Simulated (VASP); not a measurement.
Set up this calculation in VASP 6.6.1, as the native input.

- Task: relaxation of cell and atoms
- Functional: PBEsol
- Potentials or basis: VASP PAW PBE potentials, release 64 (Ag)
- Cutoff: 300 eV
- k mesh: 18 × 18 × 18
- Occupations: gaussian, width 0.1 eV
- Spin: no spin polarisation
- Further INCAR settings: ALGO = Normal; EDIFF = 1e-07; IBRION = 2; EDIFFG = -0.005; NSW = 90; ISIF = 3

The structure of Ag lies in POSCAR:

```
Ag
1.0
    0.0000000000      2.0675000000      2.0675000000
    2.0675000000      0.0000000000      2.0675000000
    2.0675000000      2.0675000000      0.0000000000
Ag
1
Direct
    0.0000000000      0.0000000000      0.0000000000
```

The input as run:

INCAR

```
SYSTEM = Ag
ALGO = Normal
EDIFF = 1E-7
EDIFFG = -0.005
ENCUT = 300
GGA = PS
IBRION = 2
ISIF = 3
ISMEAR = 0
LASPH = .TRUE.
LCHARG = .FALSE.
LREAL = .FALSE.
LWAVE = .FALSE.
NELM = 100
NSW = 90
PREC = Accurate
SIGMA = 0.1
```

KPOINTS

```
k-points
0
G
  18 18 18
  0 0 0
```

Potentials or basis: VASP PAW PBE potentials, release 64 (Ag).

Run with:

```console
$ cat potpaw_PBE.64/Ag/POTCAR > POTCAR
$ mpirun -np 1 vasp_std > vasp.out
```

It gave:

```json
{
  "Relaxed volume": "16.57 Å³/atom",
  "Relaxed cell": "a = 2.861 Å, b = 2.861 Å, c = 2.861 Å, α = 60.00°, β = 60.00°, γ = 60.00°",
  "Space group after relaxing (to 0.05 Å)": "Fm-3m (No. 225)",
  "Energy gained by relaxing": "23.4 meV/atom",
  "Ionic steps": "3",
  "Pressure after relaxing": "0.0 GPa",
  "Band gap on the k mesh": "none (metal or under the smearing width)"
}
```

Caveat: the cutoff is under 1.25 times the usual one of these potentials, so pressure, stress and relaxed cells hold a basis-set (Pulay) error; the PAW data sets were made with another functional, which shifts forces and pressure a little.

Wall time 17 s on 1 thread of AMD EPYC 9R45 96-Core Processor (Zen 5), on a shared host, peak memory 0.1 GiB.
